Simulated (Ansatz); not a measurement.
## PtSe2 monolayer (1T) under uniaxial strain along the armchair direction, normal to a, with the width clamped

Wanted: the shifts of the zone-centre modes of PtSe2 monolayer (1T) with strain.

Program: Ansatz 0.2.0. Level of theory: DFT PBE, scalar-relativistic, plane waves, PAW; PAW set soft_1. Results are calculated unless marked as measured.

This is a report of a sequence of runs, with most program output left out.

## Step 1: The structure

The cell holds 3 atoms: 1 Pt and 2 Se. Cell: a = 3.650 Å, b = 3.650 Å, c = 29.927 Å, α = 90.0°, β = 90.0°, γ = 120.0°. Vacuum lies along c. The height across the vacuum is the one that the program set for its solve, not the one typed.

## Step 2: A rough relaxation first

The start is far from rest, so a relaxation with loose tolerances brings it close first. The program lengthens the typed cell of 20.0 Å along the normal to 29.9 Å, as its cut-off of the electrostatics needs, and moves no atom.

input.yaml

```yaml
crystal:
  lattice:
    - [3.65, 0.0, 0.0]
    - [-1.825, 3.16099, 0.0]
    - [0.0, 0.0, 20.0]
  atoms:
    - { symbol: Pt, position: [0.0, 0.0, 0.5] }
    - { symbol: Se, position: [0.333333, 0.666667, 0.57659] }
    - { symbol: Se, position: [0.666667, 0.333333, 0.42341] }
  periodic: [true, true, false]
kpoints:
  mp_grid: { grid: [6, 6, 1] }
hamiltonian:
  xc: pbe
  pseudopotentials: { kind: paw, azcp: { folder: soft_1 } }
scf:
  occupations: { method: gaussian, width: 0.1 }
output:
  forces: true
  stress: true
  eigenvalues: true
relax:
  adjacent_minimum: "off"
  f_tol: 0.05
  max_steps: 80
  cell: { stress_2d_tol: 0.02 }
```

Started as:

```console
$ ansatz run input.yaml --threads 4 --pin off --max-ram 16384MiB --backend cpu --events-out ev --progress --plain --runs-dir out
```

Wall time 7.7 s (4 threads of Arm Neoverse V2, shared host); peak memory 0.69 GiB; 28 s of CPU time.

Relaxation path:

| step | energy less that of the first step (eV) | largest force component (eV/Å) | volume (Å³) |
| --- | --- | --- | --- |
| 1 | 0.0000 | 1.6676 | 345.29 |
| 2 | -0.2981 | 0.2810 | 346.18 |
| 3 | -0.3477 | 0.0559 | 360.28 |
| 4 | -0.3502 | 0.0097 | 364.50 |
| 5 | -0.3502 | 0.0004 | 364.53 |
| 6* | -0.3510 | 0.0002 | 364.53 |

Relaxation steps marked * repeat the geometry before them on a plane-wave basis chosen anew for their cell, so energy and pressure can jump there.

The run keeps the 12 symmetry operations that it works with, so distortions that break them were not tested.

| cell as run | before | after | change |
| --- | --- | --- | --- |
| a (Å) | 3.650 | 3.750 | +2.7 % |
| b (Å) | 3.650 | 3.750 | +2.7 % |

The atoms that moved most (Å, along periodic axes as changes of fractional coordinates times the final cell, across vacuum about the mean position):

| atom | dx | dy | dz | length |
| --- | --- | --- | --- | --- |
| Se2 | 0.000 | 0.000 | -0.226 | 0.226 |
| Se3 | 0.000 | 0.000 | 0.226 | 0.226 |

The relaxed structure:

```xyz
3
Lattice="3.7503 0.0000 0.0000 -1.8752 3.2479 0.0000 0.0000 0.0000 29.9272" Properties=species:S:1:pos:R:3
Pt    0.0000    0.0000   10.0000
Se    0.0000    2.1652   11.3057
Se    1.8752    1.0826    8.6943
```

A gap read on the k-mesh alone can miss the band edges.

This step gave:

- gap on the k-mesh: 1.670 eV
- area per atom: 4.06 Å²

The relaxation ends with a largest force component of 2.2e-4 eV/Å.

## Step 3: Bringing the structure to rest

Harmonic phonons are second derivatives at a point where the forces vanish, and they are wanted at zero stress, so atoms and cell are relaxed first.

input.yaml

```yaml
crystal:
  lattice:
    - [3.7503094601, 0.0, 0.0]
    - [-1.87515473, 3.2478632645, 0.0]
    - [0.0, 0.0, 29.9272]
  atoms:
    - { symbol: Pt, position: [0.0, 0.0, 0.3341441899] }
    - { symbol: Se, position: [0.3333333333, 0.6666666667, 0.3777740492] }
    - { symbol: Se, position: [0.6666666667, 0.3333333333, 0.2905143306] }
  periodic: [true, true, false]
kpoints:
  mp_grid: { grid: [9, 9, 1] }
hamiltonian:
  xc: pbe
  pseudopotentials: { kind: paw, azcp: { folder: soft_1 } }
scf:
  occupations: { method: gaussian, width: 0.02 }
output:
  forces: true
  stress: true
  eigenvalues: true
  write_density: true
  write_potential: true
  elf: true
  volumetric_format: npy
relax:
  adjacent_minimum: "off"
  f_tol: 0.005
  max_steps: 80
  cell: { stress_2d_tol: 0.02 }
```

It took 9.1 s on 4 threads; peak memory 0.76 GiB; 33 s of CPU time.

Little changed from the start: no atom moved by 0.005 Å and no cell edge by 0.1 %.

This step gave:

```yaml
gap_on_the_k_mesh: 1.390 eV
area_per_atom: 4.056 Å²
```

ELF in the ac plane at fractional y = 0.000, with atoms of Pt within 0.2 Å of it. It is the smooth field of the valence electrons, not physical close to the nuclei.

Ten even steps from '_' (0.00) to '@' (0.66), each cell a mean:
```
____________________________
____________________________
____________________________
____________________________
____________________________
____________________________
____________________________
____________________________
____________________________
____________________________
____________________________
____________________________
____________________________
________..--==++==::..______
::::::--**%%@@@@@@%%++--::::
%%##**++++++++++++++==++**%%
##**++++++**********++++**##
......--++%%@@@@@@##++::....
________..::----::..________
____________________________
____________________________
____________________________
____________________________
____________________________
```
Columns run along a (3.7 Å), rows up along c (29.9 Å). Atoms in or near the plane, at fractional coordinates: Pt at (0.00, 0.33).

Electrostatic potential energy in the ac plane at fractional y = 0.000, with atoms of Pt within 0.2 Å of it. With pseudopotentials it is smooth inside the atoms' cores, unlike the true potential.

Ten even steps from '_' (-15 eV) to '@' (0 eV), each cell a mean:
```
@@@@@@@@@@@@@@@@@@@@@@@@@@@@
@@@@@@@@@@@@@@@@@@@@@@@@@@@@
@@@@@@@@@@@@@@@@@@@@@@@@@@@@
@@@@@@@@@@@@@@@@@@@@@@@@@@@@
@@@@@@@@@@@@@@@@@@@@@@@@@@@@
@@@@@@@@@@@@@@@@@@@@@@@@@@@@
@@@@@@@@@@@@@@@@@@@@@@@@@@@@
@@@@@@@@@@@@@@@@@@@@@@@@@@@@
@@@@@@@@@@@@@@@@@@@@@@@@@@@@
@@@@@@@@@@@@@@@@@@@@@@@@@@@@
@@@@@@@@@@@@@@@@@@@@@@@@@@@@
@@@@@@@@@@@@@@@@@@@@@@@@@@@@
@@@@@@@@@@@@@@@@@@@@@@@@@@@@
@@@@@@@@@@@@@@@@@@@@@@@@@@@@
%%%%%%%%####**++**##%%%%%%%%
______..==**********--..____
....::--++****++****==::....
@@@@@@%%%%##****####%%@@@@@@
@@@@@@@@@@@@@@@@@@@@@@@@@@@@
@@@@@@@@@@@@@@@@@@@@@@@@@@@@
@@@@@@@@@@@@@@@@@@@@@@@@@@@@
@@@@@@@@@@@@@@@@@@@@@@@@@@@@
@@@@@@@@@@@@@@@@@@@@@@@@@@@@
@@@@@@@@@@@@@@@@@@@@@@@@@@@@
```
Columns run along a (3.7 Å; values clipped at the 3rd and 97th percentile), rows up along c (29.9 Å). Atoms in or near the plane, at fractional coordinates: Pt at (0.00, 0.33).

Valence density in the ac plane at fractional y = 0.000, with atoms of Pt within 0.2 Å of it. It is the smooth field of the valence electrons, not physical close to the nuclei.

Ten steps, logarithmic in the rise over the least value, from '_' (0.00 × 1e0 e/Å³) to '@' (6.53 × 1e0 e/Å³), each cell a mean:
```
____________________________
____________________________
____________________________
____________________________
____________________________
____________________________
____________________________
____________________________
____________________________
____________________________
____________________________
____________________________
____________________________
____________________________
::::::::::--------::::::::::
@@@@%%**==----------==**%%@@
@@%%##++==----------==**##%%
........::::::::::::::......
____________________________
____________________________
____________________________
____________________________
____________________________
____________________________
```
Columns run along a (3.7 Å), rows up along c (29.9 Å). Atoms in or near the plane, at fractional coordinates: Pt at (0.00, 0.33).

## Step 4: Tight relaxation

Phonons need small forces and stress, so the relaxation is finished with tight tolerances on 9×9×1 k points.

input.yaml, the sections that differ from step 3:

```yaml
crystal:
  lattice:
    - [3.7485271296, 0.0, 0.0]
    - [-1.8742635648, 3.246319721, 0.0]
    - [0.0, 0.0, 29.9272]
  atoms:
    - { symbol: Pt, position: [0.0, 0.0, 0.3341441899] }
    - { symbol: Se, position: [0.3333333333, 0.6666666667, 0.3778475373] }
    - { symbol: Se, position: [0.6666666667, 0.3333333333, 0.2904408425] }
  periodic: [true, true, false]
scf:
  occupations: { method: fixed }
relax:
  adjacent_minimum: "off"
  f_tol: 0.001
  max_steps: 60
  cell: { stress_2d_tol: 0.002 }
# kpoints, hamiltonian, output: as in step 3
```

Run time: 11 s. Hardware: 4 threads; peak memory 0.76 GiB.

Little changed from the start: no atom moved by 0.005 Å and no cell edge by 0.1 %.

Valence density in the ac plane at fractional y = 0.000, with atoms of Pt within 0.2 Å of it. It is the smooth field of the valence electrons, not physical close to the nuclei.

Values in units of 1e0 e/Å³, 24 rows by 14 columns, each cell a mean:
```
0.0 0.0 0.0 0.0 0.0 0.0 0.0 0.0 0.0 0.0 0.0 0.0 0.0 0.0
0.0 0.0 0.0 0.0 0.0 0.0 0.0 0.0 0.0 0.0 0.0 0.0 0.0 0.0
0.0 0.0 0.0 0.0 0.0 0.0 0.0 0.0 0.0 0.0 0.0 0.0 0.0 0.0
0.0 0.0 0.0 0.0 0.0 0.0 0.0 0.0 0.0 0.0 0.0 0.0 0.0 0.0
0.0 0.0 0.0 0.0 0.0 0.0 0.0 0.0 0.0 0.0 0.0 0.0 0.0 0.0
0.0 0.0 0.0 0.0 0.0 0.0 0.0 0.0 0.0 0.0 0.0 0.0 0.0 0.0
0.0 0.0 0.0 0.0 0.0 0.0 0.0 0.0 0.0 0.0 0.0 0.0 0.0 0.0
0.0 0.0 0.0 0.0 0.0 0.0 0.0 0.0 0.0 0.0 0.0 0.0 0.0 0.0
0.0 0.0 0.0 0.0 0.0 0.0 0.0 0.0 0.0 0.0 0.0 0.0 0.0 0.0
0.0 0.0 0.0 0.0 0.0 0.0 0.0 0.0 0.0 0.0 0.0 0.0 0.0 0.0
0.0 0.0 0.0 0.0 0.0 0.0 0.0 0.0 0.0 0.0 0.0 0.0 0.0 0.0
0.0 0.0 0.0 0.0 0.0 0.0 0.0 0.0 0.0 0.0 0.0 0.0 0.0 0.0
0.0 0.0 0.0 0.0 0.0 0.0 0.0 0.0 0.0 0.0 0.0 0.0 0.0 0.0
0.0 0.0 0.0 0.0 0.0 0.0 0.0 0.0 0.0 0.0 0.0 0.0 0.0 0.0
0.1 0.1 0.1 0.1 0.2 0.2 0.2 0.3 0.2 0.2 0.1 0.1 0.1 0.1
6.5 5.3 3.1 1.0 0.5 0.3 0.2 0.2 0.3 0.3 0.5 1.5 3.6 5.7
4.3 3.4 1.9 0.7 0.4 0.3 0.3 0.3 0.3 0.3 0.4 1.0 2.3 3.7
0.1 0.1 0.1 0.1 0.1 0.1 0.2 0.2 0.2 0.1 0.1 0.1 0.1 0.1
0.0 0.0 0.0 0.0 0.0 0.0 0.0 0.0 0.0 0.0 0.0 0.0 0.0 0.0
0.0 0.0 0.0 0.0 0.0 0.0 0.0 0.0 0.0 0.0 0.0 0.0 0.0 0.0
0.0 0.0 0.0 0.0 0.0 0.0 0.0 0.0 0.0 0.0 0.0 0.0 0.0 0.0
0.0 0.0 0.0 0.0 0.0 0.0 0.0 0.0 0.0 0.0 0.0 0.0 0.0 0.0
0.0 0.0 0.0 0.0 0.0 0.0 0.0 0.0 0.0 0.0 0.0 0.0 0.0 0.0
0.0 0.0 0.0 0.0 0.0 0.0 0.0 0.0 0.0 0.0 0.0 0.0 0.0 0.0
```
Columns run along a (3.7 Å), rows up along c (29.9 Å). Atoms in or near the plane, at fractional coordinates: Pt at (0.00, 0.33).

ELF in the ac plane at fractional y = 0.000, with atoms of Pt within 0.2 Å of it. It is the smooth field of the valence electrons, not physical close to the nuclei.

Values, 24 rows by 14 columns, each cell a mean:
```
0.00 0.00 0.00 0.00 0.00 0.00 0.00 0.00 0.00 0.00 0.00 0.00 0.00 0.00
0.00 0.00 0.00 0.00 0.00 0.00 0.00 0.00 0.00 0.00 0.00 0.00 0.00 0.00
0.00 0.00 0.00 0.00 0.00 0.00 0.00 0.00 0.00 0.00 0.00 0.00 0.00 0.00
0.00 0.00 0.00 0.00 0.00 0.00 0.00 0.00 0.00 0.00 0.00 0.00 0.00 0.00
0.00 0.00 0.00 0.00 0.00 0.00 0.00 0.00 0.00 0.00 0.00 0.00 0.00 0.00
0.00 0.00 0.00 0.00 0.00 0.00 0.00 0.00 0.00 0.00 0.00 0.00 0.00 0.00
0.00 0.00 0.00 0.00 0.00 0.00 0.00 0.00 0.00 0.00 0.00 0.00 0.00 0.00
0.00 0.00 0.00 0.00 0.00 0.00 0.00 0.00 0.00 0.00 0.00 0.00 0.00 0.00
0.00 0.00 0.00 0.00 0.00 0.00 0.00 0.00 0.00 0.00 0.00 0.00 0.00 0.00
0.00 0.00 0.00 0.00 0.00 0.00 0.00 0.00 0.00 0.00 0.00 0.00 0.00 0.00
0.00 0.00 0.00 0.00 0.00 0.00 0.00 0.00 0.00 0.00 0.00 0.00 0.00 0.00
0.00 0.00 0.00 0.00 0.00 0.00 0.00 0.00 0.00 0.00 0.00 0.00 0.00 0.00
0.00 0.00 0.00 0.00 0.01 0.01 0.02 0.02 0.02 0.01 0.00 0.00 0.00 0.00
0.01 0.01 0.02 0.05 0.12 0.22 0.31 0.33 0.29 0.19 0.10 0.03 0.01 0.01
0.15 0.14 0.16 0.25 0.42 0.57 0.65 0.66 0.63 0.54 0.38 0.21 0.15 0.14
0.56 0.52 0.44 0.36 0.33 0.35 0.35 0.34 0.35 0.35 0.33 0.38 0.46 0.53
0.50 0.45 0.38 0.33 0.36 0.43 0.44 0.44 0.44 0.41 0.35 0.34 0.40 0.47
0.09 0.09 0.11 0.21 0.37 0.54 0.63 0.65 0.61 0.50 0.33 0.17 0.10 0.09
0.00 0.00 0.01 0.03 0.07 0.14 0.21 0.23 0.19 0.12 0.06 0.02 0.01 0.00
0.00 0.00 0.00 0.00 0.00 0.01 0.01 0.01 0.01 0.00 0.00 0.00 0.00 0.00
0.00 0.00 0.00 0.00 0.00 0.00 0.00 0.00 0.00 0.00 0.00 0.00 0.00 0.00
0.00 0.00 0.00 0.00 0.00 0.00 0.00 0.00 0.00 0.00 0.00 0.00 0.00 0.00
0.00 0.00 0.00 0.00 0.00 0.00 0.00 0.00 0.00 0.00 0.00 0.00 0.00 0.00
0.00 0.00 0.00 0.00 0.00 0.00 0.00 0.00 0.00 0.00 0.00 0.00 0.00 0.00
```
Columns run along a (3.7 Å), rows up along c (29.9 Å). Atoms in or near the plane, at fractional coordinates: Pt at (0.00, 0.33).

Electrostatic potential energy in the ac plane at fractional y = 0.000, with atoms of Pt within 0.2 Å of it. With pseudopotentials it is smooth inside the atoms' cores, unlike the true potential.

Ten even steps from '_' (-15 eV) to '@' (0 eV), each cell a mean:
```
@@@@@@@@@@@@@@@@@@@@@@@@@@@@
@@@@@@@@@@@@@@@@@@@@@@@@@@@@
@@@@@@@@@@@@@@@@@@@@@@@@@@@@
@@@@@@@@@@@@@@@@@@@@@@@@@@@@
@@@@@@@@@@@@@@@@@@@@@@@@@@@@
@@@@@@@@@@@@@@@@@@@@@@@@@@@@
@@@@@@@@@@@@@@@@@@@@@@@@@@@@
@@@@@@@@@@@@@@@@@@@@@@@@@@@@
@@@@@@@@@@@@@@@@@@@@@@@@@@@@
@@@@@@@@@@@@@@@@@@@@@@@@@@@@
@@@@@@@@@@@@@@@@@@@@@@@@@@@@
@@@@@@@@@@@@@@@@@@@@@@@@@@@@
@@@@@@@@@@@@@@@@@@@@@@@@@@@@
@@@@@@@@@@@@@@@@@@@@@@@@@@@@
%%%%%%%%####**++**##%%%%%%%%
______..==**********--..____
....::--++****++****==::....
@@@@@@%%%%##****####%%@@@@@@
@@@@@@@@@@@@@@@@@@@@@@@@@@@@
@@@@@@@@@@@@@@@@@@@@@@@@@@@@
@@@@@@@@@@@@@@@@@@@@@@@@@@@@
@@@@@@@@@@@@@@@@@@@@@@@@@@@@
@@@@@@@@@@@@@@@@@@@@@@@@@@@@
@@@@@@@@@@@@@@@@@@@@@@@@@@@@
```
Columns run along a (3.7 Å; values clipped at the 3rd and 97th percentile), rows up along c (29.9 Å). Atoms in or near the plane, at fractional coordinates: Pt at (0.00, 0.33).

The largest force component left is 0.30 meV/Å, within the tolerances set.

## Step 5: Modes at rest

The force constants come from the linear response of the density to a displacement.

The modes at rest are the reference of the series.

input.yaml, the sections that differ from step 4:

```yaml
crystal:
  lattice:
    - [3.7481554773, 0.0, 0.0]
    - [-1.8740777386, 3.2459978606, 0.0]
    - [0.0, 0.0, 29.9272]
  atoms:
    - { symbol: Pt, position: [0.0, 0.0, 0.3341441899] }
    - { symbol: Se, position: [0.3333333333, 0.6666666667, 0.3778510869] }
    - { symbol: Se, position: [0.6666666667, 0.3333333333, 0.2904372929] }
  periodic: [true, true, false]
output:
  eigenvalues: true
phonons:
  method: dfpt
# kpoints, hamiltonian, scf: as in step 4
# relax: removed
```

The job ended after 53 s (4 threads; peak memory 1.4 GiB; 3.3 min of CPU time).

This step gave:

* sum-rule residual before enforcement: 2.03e-4 eV/Å²
* point group: -3m
* highest optical mode at the zone centre (no LO-TO term): 222.4 cm⁻¹
* lowest optical zone-centre mode: 170.2 cm⁻¹

Without the LO-TO term. Patterns of degenerate modes are one choice out of their space. The modes at Γ (shares of kinetic energy by element, %):

| mode | frequency (cm⁻¹) | symmetry | Pt % | Se % |
| --- | --- | --- | --- | --- |
| 1 | 0.0 | acoustic | 55 | 45 |
| 2 | 0.0 | acoustic | 55 | 45 |
| 3 | 0.0 | acoustic | 55 | 45 |
| 4 | 170.2 | Eg | 0 | 100 |
| 5 | 170.2 | Eg | 0 | 100 |
| 6 | 196.8 | A1g | 0 | 100 |
| 7 | 214.0 | Eu | 45 | 55 |
| 8 | 214.0 | Eu | 45 | 55 |
| 9 | 222.4 | A2u | 45 | 55 |

Displacements in mode 4 (170.2 cm⁻¹), the largest set to 1:
```
Pt1  0.00  0.00  0.00
Se2 -0.44 -1.00  0.00
Se3  0.44  1.00  0.00
```

Displacements in mode 7 (214.0 cm⁻¹), the largest set to 1:
```
Pt1  0.00  0.81  0.00
Se2  0.00 -1.00  0.00
Se3  0.00 -1.00  0.00
```

Before it was imposed, the acoustic sum rule was missed by 2.0e-4 eV/Å². Small misses are needed for a sound result but don't prove that mesh and cutoff are converged. The lowest optical mode is real, 170 cm⁻¹.

## Step 6: A member of the series: uniaxial strain of +5 % along the armchair direction, normal to a, with the width clamped

The cell takes a uniaxial strain of +5 % along the armchair direction, normal to a, with the width clamped. The cell is held, and the atoms relax in it.

input.yaml

```yaml
crystal:
  lattice:
    - [3.7481554773, 0.0, 0.0]
    - [-1.8740777386, 3.4082977536, 0.0]
    - [0.0, 0.0, 29.9272]
  atoms:
    - { symbol: Pt, position: [0.0, 0.0, 0.3341441899] }
    - { symbol: Se, position: [0.3299230856, 0.6598461712, 0.3765159525] }
    - { symbol: Se, position: [0.6700769144, 0.3401538288, 0.2917724273] }
  periodic: [true, true, false]
kpoints:
  mp_grid: { grid: [9, 9, 1] }
hamiltonian:
  xc: pbe
  pseudopotentials: { kind: paw, azcp: { folder: soft_1 } }
scf:
  occupations: { method: gaussian, width: 0.02 }
output:
  forces: true
  stress: true
  eigenvalues: true
relax:
  adjacent_minimum: "off"
  f_tol: 0.001
  max_steps: 60
```

Wall time 16 s (4 threads); peak memory 0.8 GiB.

Step by step:

| step | energy less that of the first step (eV) | largest force component (eV/Å) |
| --- | --- | --- |
| 1 | 0.0000 | 0.0984 |
| 2 | 0.0007 | 0.1360 |
| 3 | -0.0011 | 0.0042 |
| 4 | -0.0011 | 0.0005 |

Relaxation step 2 was tried and not accepted.

Forces are held to the 4 operations that the run works with; a distortion that breaks them can't arise in this run.

The atoms that moved most (Å):

| atom | dx | dy | dz | length |
| --- | --- | --- | --- | --- |
| Se3 | 0.000 | 0.004 | 0.010 | 0.010 |
| Se2 | 0.000 | -0.004 | -0.010 | 0.010 |

Final coordinates:

```xyz
3
Lattice="3.7482 0.0000 0.0000 -1.8741 3.4083 0.0000 0.0000 0.0000 29.9272" Properties=species:S:1:pos:R:3
Pt    0.0000    0.0000   10.0000
Se    0.0000    2.2447   11.2585
Se    1.8741    1.1636    8.7415
```

This step gave:

```
gap on the k-mesh : 1.152 eV
area per atom     : 4.258 Å²
```

The largest force component left is 0.50 meV/Å.

(Continued in part 2 of 2.)

[Logs are printed without paths, hosts, clocks, repeated set-up lines and the standing remarks that a program may print on its own settings, such as how far it seeks lower states.]

[Hosts, paths, dates, database ids (printed as entryN), source tags and the programs' standing remarks are cut or masked in the printed files.]
